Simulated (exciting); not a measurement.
A run of exciting (release sodium) is set up as follows.

Contents of input.xml:

```xml
<input>
  <title>CdTe</title>
  <structure speciespath="./" tshift="false">
    <crystal scale="8.5652865883">
      <basevect>0.000000000000 1.000000000004 0.000000000000</basevect>
      <basevect>-0.816496580931 0.500000000002 0.288675134588</basevect>
      <basevect>0.000000000000 0.500000000002 0.866025403787</basevect>
    </crystal>
    <species speciesfile="Te.xml" rmt="2.3">
      <atom coord="0.750000000000 0.750000000000 0.750000000000" bfcmt="0 0 -8"/>
    </species>
    <species speciesfile="Cd.xml" rmt="2.3">
      <atom coord="0.000000000000 0.000000000000 0.000000000000" bfcmt="0 0 0"/>
    </species>
  </structure>
  <groundstate do="fromscratch" ngridk="7 7 7" rgkmax="9" gmaxvr="14" lmaxapw="10" lmaxmat="10" lmaxvr="9" xctype="LDA_PW" stype="Gaussian" swidth="0.00367493" nempty="20" ValenceRelativity="iora*" epsengy="1e-06" epspot="1e-06" maxscl="120" tforce="true" outputlevel="normal" vdWcorrection="DFTD2">
    <spin reducebf="0.5"/>
  </groundstate>
  <properties>
    <chargedensityplot>
      <plot3d>
        <box grid="23 23 23">
          <origin coord="0 0 0"/>
          <point coord="1 0 0"/>
          <point coord="0 1 0"/>
          <point coord="0 0 1"/>
        </box>
      </plot3d>
    </chargedensityplot>
    <elfplot>
      <plot3d>
        <box grid="23 23 23">
          <origin coord="0 0 0"/>
          <point coord="1 0 0"/>
          <point coord="0 1 0"/>
          <point coord="0 0 1"/>
        </box>
      </plot3d>
    </elfplot>
    <exccplot>
      <plot3d>
        <box grid="23 23 23">
          <origin coord="0 0 0"/>
          <point coord="1 0 0"/>
          <point coord="0 1 0"/>
          <point coord="0 0 1"/>
        </box>
      </plot3d>
    </exccplot>
    <DFTD2/>
  </properties>
</input>
```

Potentials or basis: all-electron LAPW+lo, shipped species files, valence relativity iora*.

Launch:

```bash
$ OMP_NUM_THREADS=1 exciting_smp
```

Task: Predict the net moment.

Result: 0.00 μB per cell.

Task: Predict the band gap on the k mesh.

Result: 0.61 eV, direct.

Caveat: spin-orbit coupling is left out, which moves the levels of the heavy elements.
